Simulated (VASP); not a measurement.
Set up this calculation in VASP 6.6.1, as the native input.

- Task: density of states
- Functional: PBE
- Potentials or basis: VASP PAW PBE potentials, release 64 (Lu)
- Cutoff: 520 eV
- k mesh: 15 × 15 × 15
- Occupations: fermi-dirac, width 0.1 eV
- Spin: no spin polarisation
- Dipole correction: no
- k mesh for the DOS: 23 × 23 × 23
- Occupations for the DOS: tetrahedron
- Further INCAR settings: ALGO = Normal; EDIFF = 1e-06

Lu:

```
Lu
1.0
     0.00000    2.44092    2.44092
     2.44092    0.00000    2.44092
     2.44092    2.44092    0.00000
Lu
1
Direct
  0.00000 0.00000 0.00000
```

This isn't the form of Lu at room conditions, which is hcp.

These files were run (other wordings do the same):

POSCAR

```
Lu
1.0
    0.0000000000      2.4409205571      2.4409205571
    2.4409205571      0.0000000000      2.4409205571
    2.4409205571      2.4409205571      0.0000000000
Lu
1
Direct
    0.0000000000      0.0000000000      0.0000000000
```

INCAR.step1

```
SYSTEM = Lu
ALGO = Normal
EDIFF = 1E-6
ENCUT = 520
GGA = PE
ISIF = 2
ISMEAR = -1
LASPH = .TRUE.
LCHARG = .TRUE.
LREAL = .FALSE.
LWAVE = .FALSE.
NBANDS = 18
NELM = 100
PREC = Accurate
SIGMA = 0.1
```

KPOINTS.step1

```
k-points
0
G
  15 15 15
  0 0 0
```

INCAR.step2

```
SYSTEM = Lu
ALGO = Normal
EDIFF = 1E-6
ENCUT = 520
GGA = PE
ICHARG = 11
ISIF = 2
ISMEAR = -5
LASPH = .TRUE.
LCHARG = .FALSE.
LORBIT = 10
LREAL = .FALSE.
LWAVE = .FALSE.
NEDOS = 1001
NELM = 100
PREC = Accurate
SIGMA = 0.1
```

KPOINTS.step2

```
k-points
0
G
  23 23 23
  0 0 0
```

Potentials or basis: VASP PAW PBE potentials, release 64 (Lu).

Launch:

```bash
$ cat potpaw_PBE.64/Lu/POTCAR > POTCAR
$ cp INCAR.step1 INCAR
$ cp KPOINTS.step1 KPOINTS
$ mpirun -np 1 vasp_std > vasp.out
$ cp INCAR.step2 INCAR
$ cp KPOINTS.step2 KPOINTS
$ mpirun -np 1 vasp_std > vasp.out
```

Results of the run:

* Valence electrons inside the program's atomic spheres: Lu 23.15

It took 110 s on 1 thread of Intel(R) Xeon(R) Platinum 8488C (Sapphire Rapids), on a shared host, peak memory 0.3 GiB.
